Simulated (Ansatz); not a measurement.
## Structure relaxation of S

All numbers below come from DFT PBE, scalar-relativistic, plane waves, PAW in Ansatz. Cutoff 420 eV, Γ-centred k mesh, Gaussian smearing, no spin polarisation in the final step.

The start puts S on the lonsdaleite structure type (P6_3/mmc, No. 194), at a guessed volume.

```
CELL_PARAMETERS angstrom
4.28875 0.00000 0.00000
-2.14437 3.71416 0.00000
0.00000 0.00000 7.07643
ATOMIC_POSITIONS crystal
S 0.33333 0.66667 0.43750
S 0.66667 0.33333 0.93750
S 0.66667 0.33333 0.56250
S 0.33333 0.66667 0.06250
```

Cell and atoms relax at zero pressure; the relaxation can't lower the symmetry of the start. After a coarse first stage the cell is made exact in the group found at 0.06 Å.

Energies count from the standard state of S at the same level.

Which crystal results?

It keeps P6_3/mmc (No. 194), but not the shape of the type it started on. Conventional cell: a = 3.938 Å, c = 9.742 Å. S is coordinated by 3 S at 2.34 Å.

```
S
1.0
     3.93832    0.00000    0.00000
    -1.96916    3.41068    0.00000
     0.00000    0.00000    9.74150
S
4
Cartesian
  0.0000 2.2738 4.5987
  1.9692 1.1369 9.4695
  1.9692 1.1369 5.1428
  0.0000 2.2738 0.2720
```

What are its volume, energy, density and gap?

The volume per atom is 32.7 Å³, the density is 1.6 g/cm³ and the energy over the standard structure is 0.63 eV/atom. The gap on the 12×12×6 mesh is 0 eV (a metal).

The final run used a 12×12×6 mesh on its 4-atom cell and 0.10 eV smearing. For metals, differences of a few meV/atom aren't resolved. No dispersion correction is applied, so the spacing between layers, chains or molecules is poorly fixed, and with it the volume and density. A structure relaxed within its symmetry needn't be a true minimum. The steps took roughly 40 core-seconds in all.